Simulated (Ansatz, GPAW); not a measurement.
## InAs: 3 runs at one level of theory

```
In As
1.0
     0.00000    3.01800    3.01800
     3.01800    0.00000    3.01800
     3.01800    3.01800    0.00000
In As
1 1
Cartesian
  0.0000 0.0000 0.0000
  4.5270 4.5270 4.5270
```

Alike in all runs: task single point; functional PBE; k mesh 8 × 8 × 8; occupations gaussian, width 0.016 eV; no spin polarisation; no spin-orbit coupling. A missing gap at this level doesn't show that the real crystal is a metal. Pressure is positive in compression and, in plane waves, holds the error of the finite cutoff, which Ansatz's Pulay term estimates and takes out.

```tsv
program and potentials	plane-wave cutoff (eV)	notes	band gap (eV)	pressure (GPa)
Ansatz, Ansatz PAW	420	14 valence electrons an atom on average	?	?
GPAW, GPAW PAW data sets (gpaw-data 1.2.1)	600	9 valence electrons an atom on average	no gap	4.04
Ansatz, all-electron LAPW, scalar-relativistic	-	-	no gap	4.30
```

Estimate from the other rows what the run with Ansatz, Ansatz PAW gave.

No band gap; pressure 4.29 GPa. Its pressure holds a Pulay term of +0.04 GPa. The other rows, which needn't bracket it: pressure 4.04 to 4.30.
